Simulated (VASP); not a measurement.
The system is HfS2.

```
Hf S
1.0
     3.63966    0.00000    0.00000
    -1.81983    3.15204    0.00000
     0.00000    0.00000    6.05556
Hf S
1 2
Cartesian
  0.0000 0.0000 0.0000
  1.8198 1.0507 4.6262
  0.0000 2.1014 1.4294
```

The cell is a database's computed one.

```yaml
Program: VASP 6.6.1
Task: relaxation of cell and atoms
Functional: LDA
Potentials_or_basis: VASP PAW LDA potentials, release 64 (Hf_pv, S)
Cutoff: 600 eV
k_mesh: 12 × 12 × 8
Occupations: fermi-dirac, width 0.05 eV
Spin: no spin polarisation
```

At the start: pressure -4.2 GPa; volume 23.16 Å³/atom.

Task: How do energy, volume and symmetry change on relaxing?

Result: Over 19 steps the energy falls by 23.8 meV/atom and the volume is 20.74 Å³/atom (-10.4 %); space group P-3m1 (No. 164, to 0.05 Å).

Step by step:
```
step  energy change (eV)  largest force (eV/Å)  pressure (GPa)  volume (Å³)
   1              0.0000                0.2492           -4.22        69.47
   2              0.0293                1.0653            6.29        63.51
   3             -0.0395                0.2787           -0.13        66.82
   4             -0.0461                0.1862           -0.18        66.42
   5             -0.0492                0.0713           -0.23        65.95
   6             -0.0526                0.0932           -0.06        65.48
   7             -0.0607                0.1638            0.62        64.04
   8             -0.0623                0.2980            2.35        61.21
   9             -0.0643                0.2506            1.52        62.45
  10             -0.0652                0.2340            1.46        62.40
  11             -0.0677                0.1857            1.18        62.24
  12             -0.0705                0.0897            0.64        61.93
  13             -0.0678                0.1029           -0.29        61.28
  14             -0.0709                0.0397            0.42        61.75
  15             -0.0711                0.0324            0.34        61.84
  16             -0.0713                0.0116            0.10        62.12
  17             -0.0713                0.0059            0.04        62.19
  18             -0.0713                0.0052            0.04        62.20
  19             -0.0713                0.0040            0.01        62.21
```

Final structure:
```
Hf S
1.0
     3.55404    0.00000    0.00000
    -1.77702    3.07789    0.00000
     0.00000    0.00000    5.68727
Hf S
1 2
Direct
  0.00000 0.00000 0.00000
  0.66667 0.33333 0.74608
  0.33333 0.66667 0.25392
```
